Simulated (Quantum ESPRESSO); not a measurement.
# Sn (Fd-3m) in Quantum ESPRESSO: a series of runs

One crystal, Sn, is run at these levels: PBEsol, vdW-DF-cx, PBE; tasks: phonons, Wannier functions.

Everything below comes from runs of Quantum ESPRESSO 7.5. Logs are shortened: lines on timing, memory, paths and dates and some standing lists are left out, and cuts for length are marked.

## Step 1: The structure

It takes space group Fd-3m (No. 227, cubic). The conventional cell has a = 6.467 Å, b = 6.467 Å, c = 6.467 Å, α = 90.00°, β = 90.00°, γ = 90.00°. Around Sn (site symmetry -43m) lie 4 Sn at 2.80 Å.

This isn't the form of Sn at room conditions, which is tetragonal (white tin).

## Step 2: Phonons, PBEsol

File pw.in:

```
&CONTROL
  calculation = 'scf'
  prefix = 'pwscf'
  outdir = './tmp'
  pseudo_dir = './pseudo'
  tprnfor = .true.
  tstress = .true.
  disk_io = 'low'
/
&SYSTEM
  ibrav = 0
  nat = 2
  ntyp = 1
  ecutwfc = 72
  nbnd = 21
  occupations = 'smearing'
  smearing = 'mv'
  degauss = 0.01469973
/
&ELECTRONS
  conv_thr = 4d-10
  electron_maxstep = 120
  mixing_beta = 0.5
/
ATOMIC_SPECIES
Sn   118.7100 Sn.upf
CELL_PARAMETERS angstrom
   0.0000000000    3.2333428000    3.2333428000
   3.2333428000    0.0000000000    3.2333428000
   3.2333428000    3.2333428000    0.0000000000
ATOMIC_POSITIONS crystal
Sn     0.7500000000    0.7500000000    0.7500000000
Sn     0.5000000000    0.5000000000    0.5000000000
K_POINTS automatic
7 7 7 0 0 0
```

File relax.in:

```
&CONTROL
  calculation = 'vc-relax'
  prefix = 'pwscf'
  outdir = './tmp'
  pseudo_dir = './pseudo'
  tprnfor = .true.
  tstress = .true.
  disk_io = 'low'
  nstep = 40
  forc_conv_thr = 0.0001
  etot_conv_thr = 1d-06
/
&SYSTEM
  ibrav = 0
  nat = 2
  ntyp = 1
  ecutwfc = 72
  nbnd = 21
  occupations = 'smearing'
  smearing = 'mv'
  degauss = 0.01469973
/
&ELECTRONS
  conv_thr = 4d-10
  electron_maxstep = 120
  mixing_beta = 0.5
/
&IONS
  ion_dynamics = 'bfgs'
/
&CELL
  cell_dynamics = 'bfgs'
  press = 0
  press_conv_thr = 0.2
/
ATOMIC_SPECIES
Sn   118.7100 Sn.upf
CELL_PARAMETERS angstrom
   0.0000000000    3.2333428000    3.2333428000
   3.2333428000    0.0000000000    3.2333428000
   3.2333428000    3.2333428000    0.0000000000
ATOMIC_POSITIONS crystal
Sn     0.7500000000    0.7500000000    0.7500000000
Sn     0.5000000000    0.5000000000    0.5000000000
K_POINTS automatic
7 7 7 0 0 0
```

File scf2.in:

```
&CONTROL
  calculation = 'scf'
  prefix = 'pwscf'
  outdir = './tmp'
  pseudo_dir = './pseudo'
  tprnfor = .true.
  tstress = .true.
  disk_io = 'low'
/
&SYSTEM
  ibrav = 0
  nat = 2
  ntyp = 1
  ecutwfc = 72
  nbnd = 21
  occupations = 'smearing'
  smearing = 'mv'
  degauss = 0.01469973
/
&ELECTRONS
  conv_thr = 1d-13
  electron_maxstep = 120
  mixing_beta = 0.5
  startingpot = 'file'
  startingwfc = 'file'
/
ATOMIC_SPECIES
Sn   118.7100 Sn.upf
CELL_PARAMETERS angstrom
   0.0000000000    3.2714428495    3.2714428495
   3.2714428495    0.0000000000    3.2714428495
   3.2714428495    3.2714428495    0.0000000000
ATOMIC_POSITIONS crystal
Sn     0.7500000000    0.7500000000    0.7500000000
Sn     0.5000000000    0.5000000000    0.5000000000
K_POINTS automatic
7 7 7 0 0 0
```

File ph.in:

```
phonons of Sn
&INPUTPH
  prefix = 'pwscf'
  outdir = './tmp'
  tr2_ph = 1d-16
  fildyn = 'dyn'
  niter_ph = 60
  alpha_mix(1) = 0.4
/
0.0000000000 0.0000000000 0.0000000000
```

File dynmat.in:

```
&INPUT
  fildyn = 'dyn'
  asr = 'crystal'
  filout = 'dynmat.disp'
  fileig = 'dynmat.eig'
/
```

Potentials or basis: PseudoDojo 0.4.1 SR PBEsol standard.

Command:

```bash
> OMP_NUM_THREADS=1 pw.x -in pw.in > pw.out
> OMP_NUM_THREADS=1 pw.x -in relax.in > relax.out
> OMP_NUM_THREADS=1 pw.x -in scf2.in > scf2.out
> OMP_NUM_THREADS=1 ph.x -in ph.in > ph.out
> OMP_NUM_THREADS=1 dynmat.x -in dynmat.in > dynmat.out
```

pw.out:

```text
This program is part of the open-source Quantum ESPRESSO suite
     for quantum simulation of materials; please cite
         "P. Giannozzi et al., J. Phys.:Condens. Matter 21 395502 (2009);
         "P. Giannozzi et al., J. Phys.:Condens. Matter 29 465901 (2017);
         "P. Giannozzi et al., J. Chem. Phys. 152 154105 (2020);
     in publications or presentations arising from this work. More details at

     Message from routine setup:
     using ibrav=0 with symmetry is DISCOURAGED, use correct ibrav instead

     G-vector sticks info
     --------------------
     sticks:   dense  smooth     PW     G-vecs:    dense   smooth      PW
     Sum        1483    1483    433                37509    37509    5817

     Using Slab Decomposition

     bravais-lattice index     =            0
     lattice parameter (alat)  =       8.6410  a.u.
     unit-cell volume          =     456.2279 (a.u.)^3
     number of atoms/cell      =            2
     number of atomic types    =            1
     number of electrons       =        28.00
     number of Kohn-Sham states=           21
     kinetic-energy cutoff     =      72.0000  Ry
     charge density cutoff     =     288.0000  Ry
     scf convergence threshold =      4.0E-10
     mixing beta               =       0.5000
     number of iterations used =            8  plain     mixing
     Exchange-correlation= PBESOL
                           (   1   4  10   8   0   0   0)

     celldm(1)=   8.641032  celldm(2)=   0.000000  celldm(3)=   0.000000
     celldm(4)=   0.000000  celldm(5)=   0.000000  celldm(6)=   0.000000

     crystal axes: (cart. coord. in units of alat)
               a(1) = (   0.000000   0.707107   0.707107 )
               a(2) = (   0.707107   0.000000   0.707107 )
               a(3) = (   0.707107   0.707107   0.000000 )

     reciprocal axes: (cart. coord. in units 2 pi/alat)
               b(1) = ( -0.707107  0.707107  0.707107 )
               b(2) = (  0.707107 -0.707107  0.707107 )
               b(3) = (  0.707107  0.707107 -0.707107 )

     PseudoPot. # 1 for Sn read from file:
     Sn.upf
     Pseudo is Norm-conserving + core correction, Zval = 14.0
     Generated using ONCVPSP code by D. R. Hamann
     Using radial grid of 1628 points,  6 beta functions with:
                l(1) =   0
                l(2) =   0
                l(3) =   1
                l(4) =   1
                l(5) =   2
                l(6) =   2

     atomic species   valence    mass     pseudopotential
     Sn               14.00   118.71000     Sn( 1.00)

     48 Sym. Ops., with inversion, found (24 have fractional translation)

   Cartesian axes

     site n.     atom                  positions (alat units)
         1        Sn     tau(   1) = (   1.0606602   1.0606602   1.0606602  )
         2        Sn     tau(   2) = (   0.7071068   0.7071068   0.7071068  )

     number of k points=    20  Marzari-Vanderbilt smearing, width (Ry)=  0.0147
                       cart. coord. in units 2pi/alat
        k(    1) = (   0.0000000   0.0000000   0.0000000), wk =   0.0058309
        k(    2) = (   0.1010153   0.1010153  -0.1010153), wk =   0.0466472
        k(    3) = (   0.2020305   0.2020305  -0.2020305), wk =   0.0466472
        k(    4) = (   0.3030458   0.3030458  -0.3030458), wk =   0.0466472
        k(    5) = (   0.2020305  -0.0000000   0.0000000), wk =   0.0349854
        k(    6) = (   0.3030458   0.1010153  -0.1010153), wk =   0.1399417
[... 12 lines left out ...]
        k(   19) = (  -0.1010153  -0.5050763   0.7071068), wk =   0.1399417
        k(   20) = (   0.0000000  -0.4040610   0.6060915), wk =   0.1399417

     Dense  grid:    37509 G-vectors     FFT dimensions: (  48,  48,  48)

     Initial potential from superposition of free atoms

     starting charge      27.9972, renormalised to      28.0000
     Starting wfcs are   18 randomized atomic wfcs +    3 random wfcs

     Self-consistent Calculation

     iteration #  1     ecut=    72.00 Ry     beta= 0.50
     Davidson diagonalization with overlap
     ethr =  1.00E-02,  avg # of iterations =  5.6

     Threshold (ethr) on eigenvalues was too large:
     Diagonalizing with lowered threshold

     Davidson diagonalization with overlap
     ethr =  8.90E-05,  avg # of iterations =  3.7

     total energy              =    -314.51625602 Ry
     estimated scf accuracy    <       0.02551168 Ry

     iteration #  2     ecut=    72.00 Ry     beta= 0.50
     Davidson diagonalization with overlap
     ethr =  9.11E-05,  avg # of iterations =  1.0
[... 64 lines left out ...]
     total energy              =    -314.51629893 Ry
     estimated scf accuracy    <          5.3E-10 Ry

     iteration # 12     ecut=    72.00 Ry     beta= 0.50
     Davidson diagonalization with overlap
     ethr =  1.91E-12,  avg # of iterations =  2.0

     End of self-consistent calculation

          k = 0.0000 0.0000 0.0000 (  4693 PWs)   bands (ev):

   -13.6235 -13.6235 -13.6235 -13.5618 -13.5618 -13.2428 -13.2428 -13.2428
   -13.2330 -13.2330  -2.6349   7.4483   8.1565   8.1565   8.1565  10.2242
    10.2242  10.2242  12.9686  16.0501  16.0507

          k = 0.1010 0.1010-0.1010 (  4729 PWs)   bands (ev):

   -13.6370 -13.6370 -13.6185 -13.5425 -13.5425 -13.2690 -13.2690 -13.2491
   -13.2104 -13.2104  -2.4359   5.6126   7.7982   7.7982   8.6528  10.6826
    10.6826  11.1234  13.9277  15.0556  15.0556
[... 79 lines left out ...]
          k =-0.0000-0.6061 0.6061 (  4712 PWs)   bands (ev):

   -13.6887 -13.6764 -13.5365 -13.5026 -13.4011 -13.3917 -13.3429 -13.3105
   -13.1632 -13.1512   0.3762   0.6560   5.0482   5.6874   8.9116   9.8672
    14.8552  15.0984  16.0352  17.1539  18.3692

          k = 0.4041 0.2020 0.0000 (  4708 PWs)   bands (ev):

   -13.6719 -13.6701 -13.5827 -13.4969 -13.4522 -13.3794 -13.3004 -13.2702
   -13.1760 -13.1726  -1.3577   2.8695   5.4697   6.4951  10.1865  10.3430
    11.8638  13.1944  15.0822  16.3621  17.0715

          k =-0.2020-0.4041 0.6061 (  4694 PWs)   bands (ev):

   -13.6915 -13.6766 -13.5457 -13.4697 -13.4371 -13.3887 -13.3355 -13.3070
   -13.1651 -13.1510  -0.6189   1.7304   4.9527   6.0899  10.1805  11.0181
    12.3967  13.5840  15.0499  16.5063  17.1879
[... 7 lines left out ...]
          k = 0.0000-0.4041 0.6061 (  4707 PWs)   bands (ev):

   -13.6986 -13.6856 -13.5130 -13.4429 -13.4239 -13.3904 -13.3846 -13.3300
   -13.1545 -13.1417   0.1044   1.0062   4.6682   5.4987  10.2484  12.0026
    12.5966  12.5967  15.8194  16.8298  18.6125

     the Fermi energy is     7.9706 ev

!    total energy              =    -314.51629893 Ry
     estimated scf accuracy    <          6.3E-11 Ry
     smearing contrib. (-TS)   =       0.00016057 Ry
     internal energy E=F+TS    =    -314.51645950 Ry

     The total energy is F=E-TS. E is the sum of the following terms:
     one-electron contribution =    -141.32111319 Ry
     hartree contribution      =      86.86540185 Ry
     xc contribution           =     -87.26376855 Ry
     ewald contribution        =    -172.79697961 Ry

     convergence has been achieved in  12 iterations

     Forces acting on atoms (cartesian axes, Ry/au):

     atom    1 type  1   force =     0.00000000   -0.00000000   -0.00000000
     atom    2 type  1   force =    -0.00000000   -0.00000000    0.00000000

     Total force =     0.000000     Total SCF correction =     0.000000

     Computing stress (Cartesian axis) and pressure

          total   stress  (Ry/bohr**3)                   (kbar)     P=       16.18
   0.00011001  -0.00000000   0.00000000           16.18       -0.00        0.00
  -0.00000000   0.00011001  -0.00000000           -0.00       16.18       -0.00
   0.00000000  -0.00000000   0.00011001            0.00       -0.00       16.18

=------------------------------------------------------------------------------=
   JOB DONE.
=------------------------------------------------------------------------------=
```

It took 11 min on 1 thread of Arm Neoverse V2, shared host; peak memory 0.11 GiB.

What came out:

| Item | Value |
| --- | --- |
| Free energy | -4279.2246 eV |
| Relaxed volume | 35.01 Å³/atom |
| Relaxed cell | a = 4.627 Å, b = 4.627 Å, c = 4.627 Å, α = 60.00°, β = 60.00°, γ = 60.00° |
| Space group after relaxing (to 0.05 Å) | Fd-3m (No. 227) |
| Pressure after relaxing | 0.0 GPa |
| Band gap on the k mesh | none (metal or under the smearing width) |
| Highest phonon frequency at Γ | 173 cm⁻¹ |

The path:
```
step  energy change (eV)  largest force (eV/Å)  pressure (GPa)  volume (Å³)
   1              0.0000                0.0000            1.62        67.61
   2             -0.0049                0.0000            1.22        68.17
   3             -0.0088                0.0000            0.79        68.78
   4             -0.0117                0.0000            0.19        69.72
   5             -0.0118                0.0000            0.00        70.02
   6             -0.0118                0.0000            0.00        70.02
```

Final structure:
```
CELL_PARAMETERS angstrom
0.00000 3.27144 3.27144
3.27144 0.00000 3.27144
3.27144 3.27144 0.00000
ATOMIC_POSITIONS crystal
Sn 0.75000 0.75000 0.75000
Sn 0.50000 0.50000 0.50000
```

Phonon frequencies in cm⁻¹ (negative: imaginary):
| q point | frequencies |
| --- | --- |
| (0.000, 0.000, 0.000) | -10 -10 -10 173 173 173 |

Optical modes at Γ, degenerate ones joined:
```csv
cm⁻¹,components,symmetry,active in
173,3,T2g,Raman
```

(Continued in part 2 of 3.)
